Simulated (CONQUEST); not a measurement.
Crystal: CdSe.

```
Cd Se
1.0
     4.34202    0.00000    0.00000
     0.00000    4.34202    0.00000
     0.00000    0.00000    6.14054
Cd Se
2 2
Direct
  0.00488 0.99091 0.00135
  0.50488 0.49091 0.50135
  0.49479 0.00804 0.25857
  0.99479 0.50804 0.75857
```

The cell comes from a database or a generator and needn't be the stable form of this composition.

The cell isn't the ideal one: atoms moved at random, drawn with an rms of 0.05 Å.

Base run:

| Quantity | Value |
| --- | --- |
| Program | CONQUEST 1.3 |
| Functional | PBE |
| Potentials or basis | PseudoDojo NC PBE, DZP, grid cutoff 150 Ha |
| k mesh | 6 × 6 × 5 |
| Occupations | fermi-dirac, width 0.05 eV |
| Spin | no spin polarisation |

Its results: band gap on the k mesh 0.66 eV; pressure 2.2 GPa; largest force 0.569 eV/Å.

Problem. After a change of settings the same cell gave: band gap on the k mesh 0.72 eV; pressure 0.9 GPa; largest force 0.888 eV/Å. Which change was it?
A. potentials or basis from PseudoDojo NC PBE, DZP, grid cutoff 150 Ha to PseudoDojo NC PBE, DZP, multi-site functions of range 12 bohr, grid cutoff 120 Ha
B. potentials or basis from PseudoDojo NC PBE, DZP, grid cutoff 150 Ha to PseudoDojo NC PBE, DZP, grid cutoff 120 Ha
C. potentials or basis from PseudoDojo NC PBE, DZP, grid cutoff 150 Ha to PseudoDojo NC PBE, DZP, grid cutoff 300 Ha
D. potentials or basis from PseudoDojo NC PBE, DZP, grid cutoff 150 Ha to PseudoDojo NC PBE, DZP, multi-site functions of range 5 bohr, grid cutoff 120 Ha

Solution. D.

Caveats: an odd mesh through Γ misses points on the zone boundary, where band edges often lie; the basis of atomic orbitals isn't converged, which shifts pressures, moduli and gaps; multi-site functions contract the basis, which raises the energy a little and makes forces and stress less exact (some runs).
